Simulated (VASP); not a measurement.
A run of VASP 6.6.1:

The input INCAR:

```
SYSTEM = InSb3
PREC     = Accurate       ! precision mode
ENCUT    = 520            ! plane-wave cutoff, eV
EDIFF    = 1E-6           ! SCF threshold, eV
ISMEAR   = -1             ! smearing method
SIGMA    = 0.05           ! smearing width, eV
LREAL    = .False.        ! projectors in reciprocal space
LASPH    = .True.         ! aspherical terms in the spheres
NELM     = 100            ! most SCF steps
ALGO     = Normal         ! electronic algorithm
ISIF     = 2              ! what is computed and relaxed
LWAVE    = .False.        ! write WAVECAR
LCHARG   = .False.        ! write CHGCAR
GGA      = PE             ! functional
NBANDS   = 22             ! bands
```

Contents of KPOINTS:

```
regular mesh
0
Gamma
  9 9 9
  0 0 0
```

File POSCAR:

```
InSb3
1.0
    0.0000000000      3.7945550000      3.7945550000
    3.7945550000      0.0000000000      3.7945550000
    3.7945550000      3.7945550000      0.0000000000
In Sb
1 3
Direct
    0.0000000000      0.0000000000      0.0000000000
    0.2500000000      0.2500000000      0.2500000000
    0.7500000000      0.7500000000      0.7500000000
    0.5000000000      0.5000000000      0.5000000000
```

Potentials or basis: VASP PAW PBE potentials, release 64 (In_d, Sb).

The run is started by

```sh
$ cat potpaw_PBE.64/In_d/POTCAR potpaw_PBE.64/Sb/POTCAR > POTCAR
$ mpirun -np 1 vasp_std > vasp.out
```

Hardware: 1 thread of Intel(R) Xeon(R) Platinum 8175M CPU @ 2.50GHz (Skylake/Cascade Lake), with other jobs on the host.

**Question.** How long does it take, and how much memory?

**Answer.** It took 74 s on 1 thread of Intel(R) Xeon(R) Platinum 8175M CPU @ 2.50GHz (Skylake/Cascade Lake), on a shared host, peak memory 0.28 GiB. Counts: scf iterations 11, k points 35.
